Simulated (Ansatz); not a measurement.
# HfC (P6_3/mmc) in Ansatz: further runs, part 2 of 2

Ansatz 0.2.0.

### Step 3. Single point, LDA, 11.83 Å³/atom (volume scaled by 0.94)

input.yaml

```yaml
crystal:
  lattice:
    - [3.2746251489, 0.0, 0.0]
    - [-1.6373125744, 2.8359085668, 0.0]
    - [0.0, 0.0, 5.096506362]
  atoms:
    - { symbol: Hf, position: [0.3333333333, 0.6666666667, 0.25] }
    - { symbol: Hf, position: [0.6666666667, 0.3333333333, 0.75] }
    - { symbol: C, position: [0.0, 0.0, 0.5] }
    - { symbol: C, position: [0.0, 0.0, 0.0] }
hamiltonian:
  xc: lda
  pseudopotentials: { kind: paw }
kpoints:
  mp_grid: { grid: [9, 9, 5] }
scf:
  occupations: { method: fermi_dirac, width: 0.05 }
output:
  forces: true
  stress: true
  eigenvalues: true
```

Potentials or basis: Ansatz PAW.

Launch:

```bash
> ansatz run input.yaml --threads 2 --pin off --max-ram 5632MiB --backend cpu --events-out ev --progress --plain --runs-dir out
```

Wall time 2.2 s (2 threads of Arm Neoverse V1, shared host); peak memory 0.34 GiB.

Results (log left out):

```yaml
Free_energy: -31442.9974 eV
Pressure: 2.1 GPa
Band_gap_on_the_k_mesh: none (metal or under the smearing width)
```

Caveat: the pressure holds a Pulay correction of +0.3 GPa for the finite cutoff; the PAW data sets come from PBE, with cores solved anew for the run's functional, which leaves a small shift of forces and pressure.

### Step 4. Single point, LDA, 12.08 Å³/atom (volume scaled by 0.96)

Edit input.yaml of step 3 so:

```diff
@@ -2,5 +2,5 @@
   lattice:
-    - [3.2746251489, 0.0, 0.0]
-    - [-1.6373125744, 2.8359085668, 0.0]
-    - [0.0, 0.0, 5.096506362]
+    - [3.2976866492, 0.0, 0.0]
+    - [-1.6488433246, 2.8558804119, 0.0]
+    - [0.0, 0.0, 5.1323984344]
   atoms:
```

Launch:

```bash
> ansatz run input.yaml --threads 2 --pin off --max-ram 5632MiB --backend cpu --events-out ev --progress --plain --runs-dir out
```

Wall time 2.3 s (2 threads of Arm Neoverse V1, shared host); peak memory 0.34 GiB.

Results (log left out):

| Quantity | Value |
| --- | --- |
| Free energy | -31442.9932 eV |
| Pressure | -3.3 GPa |
| Band gap on the k mesh | none (metal or under the smearing width) |

Caveat: the pressure holds a Pulay correction of +0.3 GPa for the finite cutoff; the PAW data sets come from PBE, with cores solved anew for the run's functional, which leaves a small shift of forces and pressure.

### Step 5. Single point, LDA, 12.34 Å³/atom (volume scaled by 0.98)

Edit input.yaml of step 4 so:

```diff
@@ -2,5 +2,5 @@
   lattice:
-    - [3.2976866492, 0.0, 0.0]
-    - [-1.6488433246, 2.8558804119, 0.0]
-    - [0.0, 0.0, 5.1323984344]
+    - [3.3204300345, 0.0, 0.0]
+    - [-1.6602150172, 2.8755767613, 0.0]
+    - [0.0, 0.0, 5.1677954043]
   atoms:
```

Launch:

```bash
> ansatz run input.yaml --threads 2 --pin off --max-ram 5632MiB --backend cpu --events-out ev --progress --plain --runs-dir out
```

It took 2.4 s on 2 threads of Arm Neoverse V1, shared host; peak memory 0.34 GiB.

Results (log left out):

```
Free energy            : -31442.9567 eV
Pressure               : -8.2 GPa
Band gap on the k mesh : none (metal or under the smearing width)
```

Caveat: the PAW data sets come from PBE, with cores solved anew for the run's functional, which leaves a small shift of forces and pressure.

### Step 6. Single point, LDA, 12.59 Å³/atom

Edit input.yaml of step 5 so:

```diff
@@ -2,5 +2,5 @@
   lattice:
-    - [3.3204300345, 0.0, 0.0]
-    - [-1.6602150172, 2.8755767613, 0.0]
-    - [0.0, 0.0, 5.1677954043]
+    - [3.3428660531, 0.0, 0.0]
+    - [-1.6714330265, 2.8950069234, 0.0]
+    - [0.0, 0.0, 5.202714]
   atoms:
@@ -21 +21,5 @@
   eigenvalues: true
+  write_density: true
+  write_potential: true
+  elf: true
+  volumetric_format: npy
```

Potentials or basis: Ansatz PAW.

Launch:

```bash
> ansatz run input.yaml --threads 2 --pin off --max-ram 5632MiB --backend cpu --events-out ev --progress --plain --runs-dir out
```

It took 3.1 s on 2 threads of Arm Neoverse V1, shared host; peak memory 0.35 GiB.

The run converged. Its results:

```yaml
Free_energy: -31442.8911 eV
Pressure: -12.6 GPa
Band_gap_on_the_k_mesh: none (metal or under the smearing width)
```

Caveat: the PAW data sets come from PBE, with cores solved anew for the run's functional, which leaves a small shift of forces and pressure.

### Step 7. Single point, LDA, 12.84 Å³/atom (volume scaled by 1.02)

Edit input.yaml of step 6 so:

```diff
@@ -2,5 +2,5 @@
   lattice:
-    - [3.3428660531, 0.0, 0.0]
-    - [-1.6714330265, 2.8950069234, 0.0]
-    - [0.0, 0.0, 5.202714]
+    - [3.3650048841, 0.0, 0.0]
+    - [-1.682502442, 2.9141797134, 0.0]
+    - [0.0, 0.0, 5.2371700637]
   atoms:
@@ -21,5 +21 @@
   eigenvalues: true
-  write_density: true
-  write_potential: true
-  elf: true
-  volumetric_format: npy
```

Launch:

```bash
> ansatz run input.yaml --threads 2 --pin off --max-ram 5632MiB --backend cpu --events-out ev --progress --plain --runs-dir out
```

Wall time 2.6 s (2 threads of Arm Neoverse V1, shared host); peak memory 0.34 GiB.

Results (log left out):

```yaml
Free_energy: -31442.7992 eV
Pressure: -16.6 GPa
Band_gap_on_the_k_mesh: none (metal or under the smearing width)
```

Caveat: the PAW data sets come from PBE, with cores solved anew for the run's functional, which leaves a small shift of forces and pressure.

### Step 8. Single point, LDA, 13.09 Å³/atom (volume scaled by 1.04)

Edit input.yaml of step 7 so:

```diff
@@ -2,5 +2,5 @@
   lattice:
-    - [3.3650048841, 0.0, 0.0]
-    - [-1.682502442, 2.9141797134, 0.0]
-    - [0.0, 0.0, 5.2371700637]
+    - [3.3868561774, 0.0, 0.0]
+    - [-1.6934280887, 2.9331034886, 0.0]
+    - [0.0, 0.0, 5.2711786145]
   atoms:
@@ -21 +21,5 @@
   eigenvalues: true
+  write_density: true
+  write_potential: true
+  elf: true
+  volumetric_format: npy
```

Launch:

```bash
> ansatz run input.yaml --threads 2 --pin off --max-ram 5632MiB --backend cpu --events-out ev --progress --plain --runs-dir out
```

It took 3.2 s on 2 threads of Arm Neoverse V1, shared host; peak memory 0.35 GiB.

Results (log left out):

```
Free energy            : -31442.6838 eV
Pressure               : -20.1 GPa
Band gap on the k mesh : none (metal or under the smearing width)
```

Caveat: the PAW data sets come from PBE, with cores solved anew for the run's functional, which leaves a small shift of forces and pressure.

### Step 9. Single point, LDA, 13.34 Å³/atom (volume scaled by 1.06)

Edit input.yaml of step 8 so:

```diff
@@ -2,5 +2,5 @@
   lattice:
-    - [3.3868561774, 0.0, 0.0]
-    - [-1.6934280887, 2.9331034886, 0.0]
-    - [0.0, 0.0, 5.2711786145]
+    - [3.4084290914, 0.0, 0.0]
+    - [-1.7042145456, 2.9517861801, 0.0]
+    - [0.0, 0.0, 5.3047539058]
   atoms:
```

Potentials or basis: Ansatz PAW.

Launch:

```bash
> ansatz run input.yaml --threads 2 --pin off --max-ram 5632MiB --backend cpu --events-out ev --progress --plain --runs-dir out
```

Run time: 3.3 s. Hardware: 2 threads of Arm Neoverse V1, shared host; peak memory 0.35 GiB.

Results (log left out):

```
Free energy            : -31442.5473 eV
Pressure               : -23.3 GPa
Band gap on the k mesh : none (metal or under the smearing width)
```

Caveat: the PAW data sets come from PBE, with cores solved anew for the run's functional, which leaves a small shift of forces and pressure.

### Step 10. Equation of state, LDA

No new run: the results of the series are fitted here.

Results:

| Quantity | Value |
| --- | --- |
| Equilibrium volume | 11.93 Å³/atom |
| Bulk modulus at fixed shape and positions | 260 GPa |
| Pressure derivative of the bulk modulus | 4.0 |

Energy against volume, from the lowest point:
```
volume (Å³/atom)  energy (meV/atom)
          11.832               0.00
          12.084               1.04
          12.336              10.19
          12.587              26.58
          12.839              49.54
          13.091              78.40
          13.343             112.53
```

Caveat: the cell was scaled at fixed shape and fractional positions, which overstates the stiffness of a crystal with free parameters, most of all of layers and chains.

### Step 11. Band structure, r2SCAN

input.yaml

```yaml
crystal:
  lattice:
    - [3.3428660531, 0.0, 0.0]
    - [-1.6714330265, 2.8950069234, 0.0]
    - [0.0, 0.0, 5.202714]
  atoms:
    - { symbol: Hf, position: [0.3333333333, 0.6666666667, 0.25] }
    - { symbol: Hf, position: [0.6666666667, 0.3333333333, 0.75] }
    - { symbol: C, position: [0.0, 0.0, 0.5] }
    - { symbol: C, position: [0.0, 0.0, 0.0] }
hamiltonian:
  xc: r2scan
  pseudopotentials: { kind: paw }
kpoints:
  mp_grid: { grid: [9, 9, 5] }
  band_path:
    path:
      - [[0.0, 0.0, 0.0], [0.5, 0.0, 0.0], [0.3333333333, 0.3333333333, 0.0], [0.0, 0.0, 0.0], [0.0, 0.0, 0.5], [0.5, 0.0, 0.5], [0.3333333333, 0.3333333333, 0.5], [0.0, 0.0, 0.5]]
      - [[0.5, 0.0, 0.5], [0.5, 0.0, 0.0]]
      - [[0.3333333333, 0.3333333333, 0.0], [0.3333333333, 0.3333333333, 0.5]]
    npoints: 14
scf:
  occupations: { method: fermi_dirac, width: 0.05 }
  n_extra_bands: 10
output:
  forces: true
  stress: true
  eigenvalues: true
  fatbands: false
```

Launch:

```bash
> ansatz run input.yaml --threads 2 --pin off --max-ram 5632MiB --backend cpu --events-out ev --progress --plain --runs-dir out
```

Run time: 11 s. Hardware: 2 threads of Arm Neoverse V1, shared host; peak memory 0.48 GiB.

Results (log left out):

```yaml
Free_energy: -31972.8443 eV
Pressure: -2.7 GPa
Band_gap_on_the_k_mesh: none (metal or under the smearing width)
```

Stress tensor (GPa, compression positive):
```
-4.70  0.00  0.00
 0.00 -4.70  0.00
 0.00  0.00  1.18
```

Levels at the corners of the path, in eV from the Fermi level:
| point | band 26 | band 27 | band 28 | band 29 | band 30 | band 31 | band 32 | band 33 | band 34 | band 35 |
| --- | --- | --- | --- | --- | --- | --- | --- | --- | --- | --- |
| Γ | -3.33 | -3.33 | -1.34 | -1.34 | 1.23 | 1.59 | 1.59 | 2.04 | 2.04 | 2.46 |
| M | -4.36 | -3.72 | -3.57 | -1.81 | -1.32 | 1.51 | 4.55 | 4.94 | 5.07 | 5.72 |
| K | -4.53 | -4.53 | -3.84 | -3.84 | 0.61 | 1.11 | 1.11 | 5.22 | 5.22 | 5.93 |
| Γ | -3.33 | -3.33 | -1.34 | -1.34 | 1.23 | 1.59 | 1.59 | 2.04 | 2.04 | 2.46 |
| A | -3.21 | -2.85 | -2.85 | -2.85 | -2.85 | 4.13 | 4.13 | 4.13 | 4.13 | 4.37 |
| L | -4.70 | -3.14 | -3.14 | -2.61 | -2.61 | 1.41 | 1.41 | 4.89 | 4.89 | 5.54 |
| H | -5.43 | -2.70 | -2.70 | -2.55 | -2.55 | 2.01 | 2.01 | 3.55 | 3.55 | 7.36 |
| A | -3.21 | -2.85 | -2.85 | -2.85 | -2.85 | 4.13 | 4.13 | 4.13 | 4.13 | 4.37 |
| L | -4.70 | -3.14 | -3.14 | -2.61 | -2.61 | 1.41 | 1.41 | 4.89 | 4.89 | 5.54 |
| M | -4.36 | -3.72 | -3.57 | -1.81 | -1.32 | 1.51 | 4.55 | 4.94 | 5.07 | 5.72 |
| K | -4.53 | -4.53 | -3.84 | -3.84 | 0.61 | 1.11 | 1.11 | 5.22 | 5.22 | 5.93 |
| H | -5.43 | -2.70 | -2.70 | -2.55 | -2.55 | 2.01 | 2.01 | 3.55 | 3.55 | 7.36 |

Caveat: spin-orbit coupling is left out, which moves the levels of the heavy elements; the PAW data sets come from PBE, with cores solved anew for the run's functional, which leaves a small shift of forces and pressure.

### Step 12. The runs side by side

```csv
task,level,cutoff (eV),points for each segment of the path,gap on the mesh (eV),pressure (GPa)
band structure,LDA,420,14,none,-12.6
equation of state,LDA,420,-,-,-
band structure,r2SCAN,500,14,none,-2.7
```

Alike in all rows: potentials or basis Ansatz PAW; no spin polarisation; cell as given; k mesh 9 × 9 × 5; smearing fermi-dirac 0.05 eV.

Caveats: spin-orbit coupling is left out, which moves the levels of the heavy elements (some runs); the PAW data sets come from PBE, with cores solved anew for the run's functional, which leaves a small shift of forces and pressure (some runs); the cell was scaled at fixed shape and fractional positions, which overstates the stiffness of a crystal with free parameters, most of all of layers and chains (some runs).

Absolute energies hang on the potentials; compare differences alone.
